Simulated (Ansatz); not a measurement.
**ZrN: elastic constants**

Aim: for ZrN, tighten the relaxation for response calculations and compute the elastic constants.

The COD entry's cell or inner coordinates are ideal or old and differ from later refinements, so a difference from it is no clean test against experiment.

Computed with Ansatz 0.2.0 (DFT r2SCAN, scalar-relativistic, plane waves, PAW, unless a step's input says otherwise).

1 further run of the same task is left out (set aside as unsound or not needed).

### 1 The system as given

Symmetry: Fm-3m, No. 225, cubic system. The conventional cell has a = 4.586 Å, b = 4.586 Å, c = 4.586 Å, α = 90.00°, β = 90.00°, γ = 90.00°. Around Zr (site symmetry m-3m) lie 6 N at 2.29 Å. Around N (site symmetry m-3m) lie 6 Zr at 2.29 Å.

Coordinates:

```
Zr N
1.0
     0.00000    2.29309    2.29309
     2.29309    0.00000    2.29309
     2.29309    2.29309    0.00000
Zr N
1 1
Cartesian
  2.2931 2.2931 2.2931
  0.0000 0.0000 0.0000
```

It is the result of an earlier relaxation at this level (volume 12.06 Å³/atom; gap on the mesh: none (metal)).

### 2 Tight relaxation for the response runs, with the smearing for a metal

The response runs start from a cell at rest, found with their own mesh and filling of the bands.

The input, input.yaml:

```yaml
crystal:
  lattice:
    - [0.0, 2.2930877098, 2.2930877098]
    - [2.2930877098, 0.0, 2.2930877098]
    - [2.2930877098, 2.2930877098, 0.0]
  atoms:
    - { symbol: Zr, position: [0.5, 0.5, 0.5] }
    - { symbol: "N", position: [0.0, 0.0, 0.0] }
basis:
  ecutwfc: 500
kpoints:
  mp_grid: { grid: [16, 16, 16] }
hamiltonian:
  xc: r2scan
scf:
  occupations: { method: fermi_dirac, width: 0.15 }
output:
  forces: true
  stress: true
  eigenvalues: true
relax:
  adjacent_minimum: "off"
  f_tol: 0.001
  max_steps: 60
  cell: { stress_tol: 0.01 }
```

Run with:

```console
$ ansatz run input.yaml --threads 1 --pin off --max-ram 2560MiB --backend cpu --events-out ev --progress --plain --runs-dir out
```

Log:

```text
Warning: RAYON_NUM_THREADS=1 ignored (pool sized by the plan → 1); use --threads N
Engine: ansatz 0.2.0, aarch64-unknown-linux-gnu
Pseudopotentials: kind: paw
Pseudopotential: Zr, paw, valence charge 12, recommended cutoff 500 eV (meta_gga), Zr.paw.azcp
Pseudopotential: N, paw, valence charge 5, recommended cutoff 500 eV (meta_gga), N.paw.azcp
Functional definition: r2SCAN
  parameter k0 = 0.174
  parameter k1 = 0.065
  parameter a1 = 4.9479
  exchange = r2scan_x(k0 = k0, k1 = k1, a1 = a1)
  correlation = r2scan_c
Crystal: 2 atoms, lattice volume = 24.115 Å³
Basis set: ecut = 500 eV, 609 PW (Γ), exchange–correlation on 96×96×96 points (64 copies of the dense FFT grid, shifted against one another)
Bands: 13, of which v1, the nominal top of the filled ones, is band 9 counted from 1 (8 counted from 0)
Symmetry: 48 space group operations
Space group: Fm-3m (ITA 225), of the structure as read, at distance tolerance 2.9e-5 Å
k-points: 145 of 4096
Non-local potential: Zr, projectors of the file, l = 0: 3, l = 1: 2, l = 2: 2, l = 3: 2
Non-local potential: N, projectors of the file, l = 0: 2, l = 1: 2, l = 2: 1
PAW form: soft (Blöchl's): semilocal exchange-correlation on the pseudo side does not see the compensation charge
PAW frozen core: Zr, regenerated for the run's functional (the file was generated under x = pbe(κ = 0.804, μ = 0.2195149727645171), c = pbe(β = 0.06672455060314922))
PAW frozen core: N, regenerated for the run's functional (the file was generated under x = pbe(κ = 0.804, μ = 0.2195149727645171), c = pbe(β = 0.06672455060314922))
PAW one-centre angular grid: Zr, 590 points (default); XC on 160 Gauss nodes
PAW one-centre angular grid: N, 302 points (default); XC on 160 Gauss nodes
Initial density: superposition of atomic densities (neutral atoms: chi_scale 0, normalization atom), corrected by the library's trained network
Initial wavefunctions: pseudopotential atomic-orbital guess
Functional: x = r2scan, c = r2scan; τ floored in thin density (d = 2e-4 eV/Å³)
SCF iter   1: F=—  HF=-4583.675903 eV  |F-HF|=—  |Δ(HF+E_count)|=         —  Δρ=1.22e-2  dr2=4.40e-2  dr2_τ=1.16e-1  ethr=1.77e-3  ⟨swp⟩=5.0  Hψ=9254  notcnv=0
preconditioner: auto → none  [metal: Δε(μ)=0.050 eV  Ē_g=11.340 eV  σ=0.150 eV  W_gap=0.08  n_scr=8 (ndim 8)  ℏωp=22.7 eV  f_vac=0.000  D(μ)=0.61/eV (n_scr^D=0)  sad-step TF]
SCF iter   2: F=—  HF=-4583.747135 eV  |F-HF|=—  |Δ(HF+E_count)|=   7.12e-2  Δρ=7.12e-3  dr2=1.15e-2  dr2_τ=6.32e-4  ethr=2.59e-4  ⟨swp⟩=2.0  Hψ=4350  notcnv=0
SCF iter   3: F=—  HF=-4583.746153 eV  |F-HF|=—  |Δ(HF+E_count)|=   9.83e-4  Δρ=1.78e-3  dr2=6.96e-4  dr2_τ=6.39e-5  ethr=6.76e-5  ⟨swp⟩=2.4  Hψ=2805  notcnv=0
SCF iter   4: F=—  HF=-4583.746094 eV  |F-HF|=—  |Δ(HF+E_count)|=   5.85e-5  Δρ=7.96e-4  dr2=1.80e-4  dr2_τ=1.91e-5  ethr=4.10e-6  ⟨swp⟩=2.0  Hψ=2531  notcnv=0
SCF iter   5: F=—  HF=-4583.746069 eV  |F-HF|=—  |Δ(HF+E_count)|=   2.54e-5  Δρ=3.91e-4  dr2=4.46e-5  dr2_τ=6.37e-7  ethr=1.06e-6  ⟨swp⟩=1.0  Hψ=1907  notcnv=0
SCF iter   6: F=—  HF=-4583.746065 eV  |F-HF|=—  |Δ(HF+E_count)|=   3.59e-6  Δρ=9.24e-5  dr2=2.58e-6  dr2_τ=3.28e-8  ethr=2.62e-7  ⟨swp⟩=2.3  Hψ=2401  notcnv=0
SCF iter   7: F=-4583.746065 eV  HF=-4583.746065 eV  |F-HF|=4.61e-9  |Δ(HF+E_count)|=   1.70e-7  Δρ=7.67e-6  dr2=1.62e-8  dr2_τ=3.26e-10  ethr=5.88e-10  ⟨swp⟩=3.4  Hψ=7686  notcnv=0
SCF 1 converged in 7 iterations: F = -4583.746065 eV  dr2 = 1.62e-8
relax step   1: F+E_penalty+E_count = -4583.74606488 eV  Δ(F+E_penalty+E_count) = +0.000e0 eV  max|allowed force component| = 1.420e-29 eV/Å  Δτ_max = 0.0000 Å  P = +0.141 GPa  Ω = 24.115 Å³  (7 SCF iters, dr2 threshold 1.00e-7 eV, accepted)
Crystal: 2 atoms, lattice volume = 24.137 Å³
Initial density: handed on by an earlier stage of this run
Initial wavefunctions: those handed on with the density
iter 1 solved again at ethr=1.28e-8 eV; its pass at ethr=3.10e-3 eV (dr2=2.18e-6 eV) is discarded
SCF iter   1: F=—  HF=-4583.746036 eV  |F-HF|=—  |Δ(HF+E_count)|=         —  Δρ=8.48e-5  dr2=1.74e-6  dr2_τ=1.14e-5  ethr=1.28e-8  ⟨swp⟩=2.0  Hψ=11472  notcnv=0
preconditioner: auto → none  [metal: Δε(μ)=0.025 eV  Ē_g=11.166 eV  σ=0.150 eV  W_gap=0.04  n_scr=8 (ndim 8)  ℏωp=22.7 eV  f_vac=0.000  D(μ)=0.62/eV (n_scr^D=0)]
SCF iter   2: F=—  HF=-4583.746053 eV  |F-HF|=—  |Δ(HF+E_count)|=   1.73e-5  Δρ=3.00e-5  dr2=1.87e-7  dr2_τ=9.79e-8  ethr=1.03e-8  ⟨swp⟩=2.0  Hψ=3168  notcnv=0
SCF iter   3: F=—  HF=-4583.746053 eV  |F-HF|=—  |Δ(HF+E_count)|=   3.02e-9  Δρ=1.56e-5  dr2=5.67e-8  dr2_τ=5.05e-9  ethr=2.93e-10  ⟨swp⟩=4.7  Hψ=6477  notcnv=0
SCF iter   4: F=-4583.746053 eV  HF=-4583.746053 eV  |F-HF|=2.03e-8  |Δ(HF+E_count)|=   1.28e-8  Δρ=9.33e-6  dr2=2.53e-8  dr2_τ=2.95e-9  ethr=2.93e-10  ⟨swp⟩=4.1  Hψ=6440  notcnv=0
SCF 2 converged in 4 iterations: F = -4583.746053 eV  dr2 = 2.53e-8
relax step   2: F+E_penalty+E_count = -4583.74605327 eV  Δ(F+E_penalty+E_count) = +1.161e-5 eV  max|allowed force component| = 9.729e-30 eV/Å  Δτ_max = 0.0000 Å  P = -0.096 GPa  Ω = 24.137 Å³  energy of the carried Pulay correction = -1.474e-5 eV  (4 SCF iters, dr2 threshold 4.99e-8 eV, accepted)
Crystal: 2 atoms, lattice volume = 24.128 Å³
iter 1 solved again at ethr=3.71e-9 eV; its pass at ethr=3.10e-3 eV (dr2=6.31e-7 eV) is discarded
SCF iter   1: F=—  HF=-4583.746059 eV  |F-HF|=—  |Δ(HF+E_count)|=         —  Δρ=4.53e-5  dr2=5.37e-7  dr2_τ=1.91e-6  ethr=3.71e-9  ⟨swp⟩=2.0  Hψ=11401  notcnv=0
preconditioner: auto → none  [metal: Δε(μ)=0.026 eV  Ē_g=11.171 eV  σ=0.150 eV  W_gap=0.04  n_scr=8 (ndim 8)  ℏωp=22.7 eV  f_vac=0.000  D(μ)=0.62/eV (n_scr^D=0)]
SCF iter   2: F=—  HF=-4583.746062 eV  |F-HF|=—  |Δ(HF+E_count)|=   2.85e-6  Δρ=2.01e-5  dr2=9.09e-8  dr2_τ=3.93e-8  ethr=3.16e-9  ⟨swp⟩=2.0  Hψ=3147  notcnv=0
SCF iter   3: F=-4583.746062 eV  HF=-4583.746062 eV  |F-HF|=4.50e-9  |Δ(HF+E_count)|=   1.33e-8  Δρ=8.16e-6  dr2=1.64e-8  dr2_τ=1.15e-9  ethr=1.35e-10  ⟨swp⟩=4.6  Hψ=5790  notcnv=0
SCF 3 converged in 3 iterations: F = -4583.746062 eV  dr2 = 1.64e-8
relax step   3: F+E_penalty+E_count = -4583.74606183 eV  Δ(F+E_penalty+E_count) = -8.563e-6 eV  max|allowed force component| = 9.894e-30 eV/Å  Δτ_max = 0.0000 Å  P = +0.000 GPa  Ω = 24.128 Å³  energy of the carried Pulay correction = -8.784e-6 eV  (3 SCF iters, dr2 threshold 2.29e-8 eV, accepted)
Initial wavefunctions: pseudopotential atomic-orbital guess (no wavefunctions were taken with the density)
iter 1 solved again at ethr=3.97e-8 eV; its pass at ethr=3.10e-3 eV (dr2=6.75e-6 eV) is discarded
SCF iter   1: F=—  HF=-4583.746071 eV  |F-HF|=—  |Δ(HF+E_count)|=         —  Δρ=8.35e-6  dr2=1.55e-8  dr2_τ=1.55e-9  ethr=3.97e-8  ⟨swp⟩=3.0  Hψ=15288  notcnv=0
SCF iter   2: F=—  HF=-4583.746071 eV  |F-HF|=—  |Δ(HF+E_count)|=   9.46e-8  Δρ=5.19e-6  dr2=3.90e-9  dr2_τ=9.40e-10  ethr=9.09e-11  ⟨swp⟩=2.0  Hψ=2602  notcnv=0
SCF iter   3: F=—  HF=-4583.746071 eV  |F-HF|=—  |Δ(HF+E_count)|=  1.53e-10  Δρ=2.47e-6  dr2=1.28e-9  dr2_τ=1.92e-10  ethr=2.29e-11  ⟨swp⟩=2.1  Hψ=2525  notcnv=0
SCF iter   4: F=—  HF=-4583.746071 eV  |F-HF|=—  |Δ(HF+E_count)|=  1.56e-10  Δρ=7.83e-7  dr2=8.54e-11  dr2_τ=9.18e-12  ethr=7.52e-12  ⟨swp⟩=2.4  Hψ=2485  notcnv=0
SCF iter   5: F=—  HF=-4583.746071 eV  |F-HF|=—  |Δ(HF+E_count)|=  5.64e-11  Δρ=1.32e-7  dr2=2.34e-12  dr2_τ=1.99e-13  ethr=5.03e-13 (applied; sched 1.00e-12)  ⟨swp⟩=2.0  Hψ=2605  notcnv=0
SCF iter   6: F=-4583.746071 eV  HF=-4583.746071 eV  |F-HF|=1.82e-12  |Δ(HF+E_count)|=  4.55e-12  Δρ=1.68e-8  dr2=3.51e-14  dr2_τ=2.30e-15  ethr=1.00e-12  ⟨swp⟩=5.0  Hψ=6796  notcnv=0
SCF 4 converged in 6 iterations: F = -4583.746071 eV  dr2 = 3.51e-14
relax step   4: F+E_penalty+E_count = -4583.74607076 eV  Δ(F+E_penalty+E_count) = -8.932e-6 eV  max|allowed force component| = 1.196e-29 eV/Å  Δτ_max = 0.0000 Å  P = +0.000 GPa  Ω = 24.128 Å³  stress off target by 3.13e-4 GPa  SCF on the basis re-selected at this cell (its energy is not comparable with the rows above)  (6 SCF iters)
basis re-selected at this cell: Δ(F+E_penalty+E_count) = -8.932e-6 eV, ΔP = -0.000 GPa vs the last step (what re-selecting the basis moved, of the pressure what is left beyond the Pulay correction that the steps carried, after the strain that the cell walked since its last selection, with what the two solves' SCF thresholds leave and, on support functions, any second-order correction that the steps lacked; it is no measure of the basis error at this ecutwfc). This SCF's stress stands 3.13e-4 GPa from its target on what of the cell is left free (relax.cell.stress_tol is 1.00e-2 GPa) and its largest allowed force component is 1.20e-29 eV/Å (relax.f_tol is 1.00e-3 eV/Å): within both
SCF converged after 6 iterations
Free energy (F): -4583.746071 eV
Harris-Foulkes:  -4583.746071 eV  (|F-HF|=1.82e-12)
Internal energy: -4583.699641 eV  (E = F + TS)
E sigma→0 (E₀):  -4583.722856 eV
Entropy (-TS):   -0.046430 eV (-23.215 meV/atom)
Fermi energy:    17.869466 eV
--- Per-component energies (eV) ---
  E_band       = -38.441733
  E_kinetic    = 467.592375
  E_local      = -622.726214  (includes V_loc(G=0)·N_el)
  E_nonlocal   = 122.270008
  E_hartree    = 187.678230
  E_xc         = -217.909093
  E_vxc        = -298.903901  (∫ρ·V_xc dr)
  E_paw        = -3098.951930  (= ΣΔE_a)
  E_vpaw       = -99.243600  (= ΣTr[D̂ρ^β])
  E_aug_tail   = 0.000025  (compensation charges beyond the density's cutoff)
  E_vtau       = 17.213114  (kinetic-family band-sum trace: ∫τ·v_τ [+ j·A + Jᵃ·Aᵃ] dr)
  E_ewald      = -1421.458736
  E_core_change = -0.194306  (= ΣΔE_core)
  E_smearing   = -0.046430  (= −TS)
  E_closure    = 0.000000  (closes the sum)
  Σ components = -4583.746071   (vs F -4583.746071, Δ=0.00e0)
--- Forces (eV/Å), atoms counted from 1 ---
  atom   1  Zr     0.00000000     0.00000000    -0.00000000
  atom   2  N     -0.00000000     0.00000000    -0.00000000
  max |Σ_I F_I| component: 2.24e-29 eV/Å
--- Stress (GPa, compression-positive) ---
        0.000313      -0.000000      -0.000000
       -0.000000       0.000313      -0.000000
       -0.000000       0.000000       0.000313
  P = ⅓ Tr σ = 0.0003 GPa (0.003 kbar)
--- Band table (eV; the first three rows and the last of 145) ---
  k-point 0: bands = ["-33.6124", "-10.5303", "-10.5303", "-10.5303", "0.4279", "14.8404", "14.8404", "14.8404", "17.4767", "17.4767", "17.4767", "19.5212", "19.5212"]
  k-point 1: bands = ["-33.6070", "-10.5814", "-10.5337", "-10.5337", "0.5089", "14.5052", "14.6095", "14.6095", "17.5940", "17.5985", "17.5985", "19.8178", "19.8178"]
  k-point 2: bands = ["-33.5913", "-10.7240", "-10.5436", "-10.5436", "0.7391", "13.7232", "14.0749", "14.0749", "17.8330", "17.9176", "17.9176", "20.5847", "20.5847"]
  k-point 144: bands = ["-33.4190", "-11.1800", "-11.1800", "-10.9614", "1.5292", "12.0198", "12.7582", "12.7582", "18.9063", "18.9063", "22.4535", "22.5975", "23.9850"]
--- Relaxed structure (3 steps of the walk, 3 accepted, 1 SCFs on fresh bases) ---
  F+E_penalty+E_count = -4583.74607076 eV   max|allowed force component| = 1.196e-29 eV/Å   (the final SCF, on the basis selected at the relaxed cell)
  cell:  # Å, volume = 24.1282 Å³
    - [-4.1061222221389015e-34, 2.2934991667553706, 2.2934991667553706]
    - [2.2934991667553706, 1.7229846274809657e-34, 2.2934991667553706]
    - [2.2934991667553706, 2.2934991667553706, -2.2557532938355458e-34]
  atoms:
    - { symbol: Zr, position: [0.5, 0.5, 0.5] }
    - { symbol: N, position: [1.913800429213154e-37, -9.569002146463622e-38, -2.1872004905197994e-37] }
```

Wall time 21 s (1 thread of Arm Neoverse V2, shared host); peak memory 0.41 GiB.

Relaxation path:

| step | energy from step 1 (eV/cell) | largest force component (eV/Å) | pressure (GPa) | volume (Å³) |
| --- | --- | --- | --- | --- |
| 1 | 0.0000 | 0.0000 | 0.14 | 24.12 |
| 2 | 0.0000 | 0.0000 | -0.10 | 24.14 |
| 3 | 0.0000 | 0.0000 | 0.00 | 24.13 |
| 4 | 0.0000 | 0.0000 | 0.00 | 24.13 |

Step 1 is the start. Step 4 repeats the geometry before it on a plane-wave basis chosen anew for that cell, so its energy need not be comparable with the rows above.

Lengths and angles in the start's conventional setting:

|  | before | after | change |
| --- | --- | --- | --- |
| a (Å) | 4.586 | 4.587 | 0.0 % |
| b (Å) | 4.586 | 4.587 | 0.0 % |
| c (Å) | 4.586 | 4.587 | 0.0 % |
| volume (Å³/atom) | 12.06 | 12.06 | +0.1 % |
| shortest distance (Å) | 2.293 | 2.293 | 0.0 % |
| space group (0.01 Å) | Fm-3m | Fm-3m | same |

The run keeps the 48 symmetry operations of the start, so it could not have lowered the symmetry.

(Part 1 of 2 ends here.)
